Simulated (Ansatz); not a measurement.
# Si2W (I4/mmm) in Ansatz: relaxation of cell and atoms with RPBE+D4

Aim: the relaxation of cell and atoms of Si2W with RPBE+D4.

Everything below comes from runs of Ansatz 0.2.0. Logs are shortened: lines on timing, memory, paths and dates and some standing lists are left out, and cuts for length are marked.

### Step 1. The crystal as given

It takes space group I4/mmm (No. 139, tetragonal). Conventional cell: a = 3.214 Å, b = 3.214 Å, c = 7.830 Å, α = 90.00°, β = 90.00°, γ = 90.00°. Around W (site symmetry 4/mmm) lie 10 Si at 2.62 Å. Si (site symmetry 4mm) has 5 Si at 2.59 to 2.63 Å and 5 W at 2.62 Å as nearest neighbours.

### Step 2. Relaxation of cell and atoms, RPBE+D4

Input file input.yaml:

```yaml
crystal:
  lattice:
    - [-1.6069, 1.6069, 3.91495]
    - [1.6069, -1.6069, 3.91495]
    - [1.6069, 1.6069, -3.91495]
  atoms:
    - { symbol: W, position: [0.0, 0.0, 0.0] }
    - { symbol: Si, position: [0.6653, 0.6653, 0.0] }
    - { symbol: Si, position: [0.3347, 0.3347, 0.0] }
hamiltonian:
  xc: rpbe
  pseudopotentials: { kind: paw }
  dispersion: d4
kpoints:
  mp_grid: { grid: [12, 12, 12] }
scf:
  occupations: { method: fermi_dirac, width: 0.05 }
output:
  forces: true
  stress: true
relax:
  f_tol: 0.01
  max_steps: 40
  cell: { stress_tol: 0.05 }
```

Potentials or basis: Ansatz PAW.

Launch:

```bash
> ansatz run input.yaml --threads 2 --pin off --max-ram 5632MiB --backend cpu --events-out ev --progress --plain --runs-dir out
```

Log:

```text
Warning: RAYON_NUM_THREADS=2 ignored (pool sized by the plan → 2); use --threads N
Engine: ansatz 0.2.0, x86_64-unknown-linux-gnu
Pseudopotentials: kind: paw
Pseudopotential: W, paw, valence charge 14, recommended cutoff 420 eV (normal), W.paw.azcp
Pseudopotential: Si, paw, valence charge 4, recommended cutoff 420 eV (normal), Si.paw.azcp
Functional definition: RPBE
  parameter kappa = 0.804
  parameter beta = 0.06672455060314922
  exchange = rpbe_x(kappa = kappa, mu = beta*pi^2/3)
  correlation = pbe_c(beta = beta)
Crystal: 3 atoms, lattice volume = 40.436 Å³
Basis set: ecut = 420 eV, 793 PW (Γ), exchange–correlation on 64×64×64 points (8 copies of the dense FFT grid, shifted against one another)
Bands: 15, of which v1, the nominal top of the filled ones, is band 11 counted from 1 (10 counted from 0)
Symmetry: 16 space group operations
Space group: I4/mmm (ITA 139), of the structure as read, at distance tolerance 3.4e-5 Å
k-points: 163 of 1728
Non-local potential: W, projectors of the file, l = 0: 3, l = 1: 2, l = 2: 2, l = 3: 1
Non-local potential: Si, projectors of the file, l = 0: 2, l = 1: 2, l = 2: 2
PAW form: soft (Blöchl's): semilocal exchange-correlation on the pseudo side does not see the compensation charge
PAW frozen core: W, regenerated for the run's functional, and the local potential with it (the file was generated under x = pbe(κ = 0.804, μ = 0.2195149727645171), c = pbe(β = 0.06672455060314922))
PAW frozen core: Si, regenerated for the run's functional, and the local potential with it (the file was generated under x = pbe(κ = 0.804, μ = 0.2195149727645171), c = pbe(β = 0.06672455060314922))
PAW one-centre angular grid: W, 590 points (default); XC on 64 Gauss nodes
PAW one-centre angular grid: Si, 110 points (default); XC on 64 Gauss nodes
Initial density: superposition of atomic densities (neutral atoms: chi_scale 0, normalization atom), corrected by the library's trained network
Initial wavefunctions: pseudopotential atomic-orbital guess
Functional: x = rpbe, c = pbe(β = 0.06672455060314922)
SCF iter   1: F=—  HF=-11679.561787 eV  |F-HF|=—  |Δ(HF+E_count)|=         —  Δρ=4.37e-3  dr2=5.15e-3  ethr=1.77e-3  ⟨swp⟩=5.4  Hψ=14279  notcnv=0
preconditioner: auto → Kerker (q_TF=auto, 2.465 Å⁻¹)  [metal: Δε(μ)=0.070 eV  Ē_g=8.142 eV  σ=0.050 eV  W_gap=0.32  n_scr=10 (ndim 8)  ℏωp=21.8 eV  f_vac=0.000  D(μ)=0.22/eV (n_scr^D=0)]
SCF iter   2: F=—  HF=-11679.561515 eV  |F-HF|=—  |Δ(HF+E_count)|=   2.72e-4  Δρ=2.52e-3  dr2=1.78e-3  ethr=2.34e-5  ⟨swp⟩=1.0  Hψ=3751  notcnv=0
SCF iter   3: F=—  HF=-11679.561321 eV  |F-HF|=—  |Δ(HF+E_count)|=   1.94e-4  Δρ=4.80e-4  dr2=1.03e-4  ethr=8.10e-6  ⟨swp⟩=2.1  Hψ=3573  notcnv=0
SCF iter   4: F=—  HF=-11679.561287 eV  |F-HF|=—  |Δ(HF+E_count)|=   3.39e-5  Δρ=1.08e-4  dr2=2.67e-6  ethr=4.66e-7  ⟨swp⟩=2.3  Hψ=3489  notcnv=0
SCF iter   5: F=—  HF=-11679.561292 eV  |F-HF|=—  |Δ(HF+E_count)|=   4.82e-6  Δρ=1.49e-5  dr2=8.66e-8  ethr=1.21e-8  ⟨swp⟩=2.4  Hψ=3495  notcnv=0
SCF iter   6: F=-11679.561292 eV  HF=-11679.561292 eV  |F-HF|=1.24e-10  |Δ(HF+E_count)|=   9.72e-9  Δρ=2.00e-6  dr2=1.09e-9  ethr=3.94e-10  ⟨swp⟩=2.3  Hψ=8413  notcnv=0
SCF 1 converged in 6 iterations: F = -11679.561292 eV  dr2 = 1.09e-9
relax step   1: F+E_penalty+E_count = -11679.56129162 eV  Δ(F+E_penalty+E_count) = +0.000e0 eV  max|allowed force component| = 1.075e-1 eV/Å  Δτ_max = 0.0000 Å  P = -6.001 GPa  Ω = 40.436 Å³  (6 SCF iters, dr2 threshold 1.00e-7 eV, accepted)
[... 28 lines left out ...]
Initial wavefunctions: pseudopotential atomic-orbital guess (no wavefunctions were taken with the density)
iter 1 solved again at ethr=1.21e-8 eV; its pass at ethr=3.10e-3 eV (dr2=2.67e-6 eV) is discarded
SCF iter   1: F=—  HF=-11679.583277 eV  |F-HF|=—  |Δ(HF+E_count)|=         —  Δρ=5.44e-5  dr2=1.98e-7  ethr=1.21e-8  ⟨swp⟩=3.1  Hψ=21536  notcnv=0
SCF iter   2: F=—  HF=-11679.583281 eV  |F-HF|=—  |Δ(HF+E_count)|=   4.39e-6  Δρ=2.89e-5  dr2=5.76e-8  ethr=9.00e-10  ⟨swp⟩=1.5  Hψ=3189  notcnv=0
SCF iter   3: F=—  HF=-11679.583282 eV  |F-HF|=—  |Δ(HF+E_count)|=   3.43e-8  Δρ=1.69e-6  dr2=9.64e-10  ethr=2.62e-10  ⟨swp⟩=2.7  Hψ=4155  notcnv=0
SCF iter   4: F=—  HF=-11679.583282 eV  |F-HF|=—  |Δ(HF+E_count)|=  8.19e-11  Δρ=4.63e-7  dr2=9.14e-11  ethr=4.38e-12  ⟨swp⟩=2.4  Hψ=3515  notcnv=0
SCF iter   5: F=-11679.583282 eV  HF=-11679.583282 eV  |F-HF|=0.00e0  |Δ(HF+E_count)|=  1.82e-11  Δρ=8.14e-8  dr2=3.83e-12  ethr=1.00e-12  ⟨swp⟩=6.0  Hψ=10430  notcnv=0
SCF 5 converged in 5 iterations: F = -11679.583282 eV  dr2 = 3.83e-12
relax step   5: F+E_penalty+E_count = -11679.58328151 eV  Δ(F+E_penalty+E_count) = +3.260e-4 eV  max|allowed force component| = 9.450e-3 eV/Å  Δτ_max = 0.0000 Å  P = -0.020 GPa  Ω = 39.360 Å³  stress off target by 2.86e-2 GPa  SCF on the basis re-selected at this cell (its energy is not comparable with the rows above)  (5 SCF iters)
basis re-selected at this cell: Δ(F+E_penalty+E_count) = +3.260e-4 eV, ΔP = -0.006 GPa vs the last step (what re-selecting the basis moved, of the pressure what is left beyond the Pulay correction that the steps carried, after the strain that the cell walked since its last selection, with what the two solves' SCF thresholds leave and, on support functions, any second-order correction that the steps lacked; it is no measure of the basis error at this ecutwfc). This SCF's stress stands 2.86e-2 GPa from its target on what of the cell is left free (relax.cell.stress_tol is 5.00e-2 GPa) and its largest allowed force component is 9.45e-3 eV/Å (relax.f_tol is 1.00e-2 eV/Å): within both
SCF converged after 5 iterations
Free energy (F): -11679.583282 eV
Harris-Foulkes:  -11679.583282 eV  (|F-HF|=0.00e0)
Internal energy: -11679.581575 eV  (E = F + TS)
E sigma→0 (E₀):  -11679.582428 eV
Entropy (-TS):   -0.001706 eV (-0.569 meV/atom)
Fermi energy:    17.408897 eV
--- Per-component energies (eV) ---
  E_band       = -67.845289
  E_kinetic    = 544.237025
  E_local      = -926.011001  (includes V_loc(G=0)·N_el)
  E_nonlocal   = 49.082202
  E_hartree    = 367.005838
  E_xc         = -383.454592
  E_vxc        = -339.731348  (∫ρ·V_xc dr)
  E_paw        = -9606.863057  (= ΣΔE_a)
  E_vpaw       = -129.433818  (= ΣTr[D̂ρ^β])
  E_aug_tail   = -0.000075  (compensation charges beyond the density's cutoff)
  E_ewald      = -1720.127200
  E_disp       = -3.385175  (pairwise vdW)
  E_core_change = -0.065541  (= ΣΔE_core)
  E_smearing   = -0.001706  (= −TS)
  E_closure    = -0.000000  (closes the sum)
  Σ components = -11679.583282   (vs F -11679.583282, Δ=0.00e0)
--- Forces (eV/Å), atoms counted from 1 ---
  atom   1  W      0.00000000     0.00000000     0.00000000
  atom   2  Si    -0.00000000     0.00000000     0.00945022
  atom   3  Si    -0.00000000     0.00000000    -0.00945022
  max |Σ_I F_I| component: 4.16e-17 eV/Å
--- Stress (GPa, compression-positive) ---
       -0.015679       0.000000       0.000000
        0.000000      -0.015679       0.000000
        0.000000       0.000000      -0.028594
  P = ⅓ Tr σ = -0.0200 GPa (-0.200 kbar)
--- Relaxed structure (4 steps of the walk, 4 accepted, 1 SCFs on fresh bases) ---
  F+E_penalty+E_count = -11679.58328151 eV   max|allowed force component| = 9.450e-3 eV/Å   (the final SCF, on the basis selected at the relaxed cell)
  cell:  # Å, volume = 39.3600 Å³
    - [-1.5901873704722687, 1.5901873704722687, 3.891332583118888]
    - [1.5901873704722687, -1.5901873704722687, 3.891332583118888]
    - [1.5901873704722687, 1.5901873704722687, -3.891332583118888]
  atoms:
    - { symbol: W, position: [1.8462597180645208e-20, 1.846259718064553e-20, 3.2288725695123955e-34] }
    - { symbol: Si, position: [0.666276759156087, 0.666276759156087, -1.6106728172121038e-34] }
    - { symbol: Si, position: [0.33372324084391297, 0.33372324084391297, -1.6020110616550328e-34] }
```

Wall time 8.6 s (2 threads of Intel Xeon Platinum 8488C (Sapphire Rapids), shared host); peak memory 0.48 GiB.

Results:

| Quantity | Value |
| --- | --- |
| Free energy | -11679.5833 eV |
| Relaxed volume | 13.12 Å³/atom |
| Relaxed cell | a = 4.494 Å, b = 4.494 Å, c = 4.494 Å, α = 138.56°, β = 138.56°, γ = 60.05° |
| Space group after relaxing (to 0.05 Å) | I4/mmm (No. 139) |
| Energy gained by relaxing | 7.3 meV/atom |
| Ionic steps | 5 |
| Pressure after relaxing | 0.0 GPa |
| Largest force after relaxing | 0.009 eV/Å |

Forces in eV/Å, atoms in the order of the input:
```
W    0.000  0.000  0.000
Si   0.000  0.000  0.009
Si   0.000  0.000 -0.009
```

Step by step:
```
step  energy change (eV)  largest force (eV/Å)  volume (Å³)
   1              0.0000                0.1075        40.44
   2             -0.0181                0.0883        38.94
   3             -0.0223                0.0301        39.37
   4             -0.0223                0.0095        39.36
   5             -0.0220                0.0095        39.36
```

Final structure:
```xyz
3
Lattice="-1.5902 1.5902 3.8913 1.5902 -1.5902 3.8913 1.5902 1.5902 -3.8913" Properties=species:S:1:pos:R:3 pbc="T T T"
W     0.0000    0.0000    0.0000
Si    0.0000    0.0000    5.1854
Si    0.0000    0.0000    2.5973
```

Caveat: the plane-wave basis is chosen anew once the cell has moved, so the energies of steps on either side of that aren't comparable; the PAW data sets come from PBE, with cores solved anew for the run's functional, which leaves a small shift of forces and pressure. The run has no spin-orbit coupling, so splittings on W are missing.
